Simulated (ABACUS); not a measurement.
**Al2Pt in ABACUS: the effect of basis**

The system is Al2Pt.

```
Pt Al
1.0
     0.00000    2.97457    2.97457
     2.97457    0.00000    2.97457
     2.97457    2.97457    0.00000
Pt Al
1 2
Direct
  0.00000 0.00000 0.00000
  0.75000 0.75000 0.75000
  0.25000 0.25000 0.25000
```

The cell isn't the ideal one: volume scaled by 1.02.

Alike in all runs:

```yaml
Program: ABACUS 3.10.1
Task: equation of state
Functional: PBE
Potentials_or_basis: PseudoDojo NC SR 0.4.1 PBE standard
k_mesh: 6 × 6 × 6
Occupations: fermi-dirac, width 0.05 eV
Spin: no spin polarisation
```

One run gave: pressure 0.7 GPa. Which basis did it use?
A. TZDP
B. DZP
C. pw

B.

```csv
basis,cutoff,pressure (GPa)
DZP,1361 eV,0.7
TZDP,1361 eV,-0.1
pw,1143 eV,-0.5
```

Caveats: the atomic orbitals were generated for these runs and aren't a published set (some runs); the basis of atomic orbitals isn't converged, which shifts pressures, moduli and gaps (some runs).
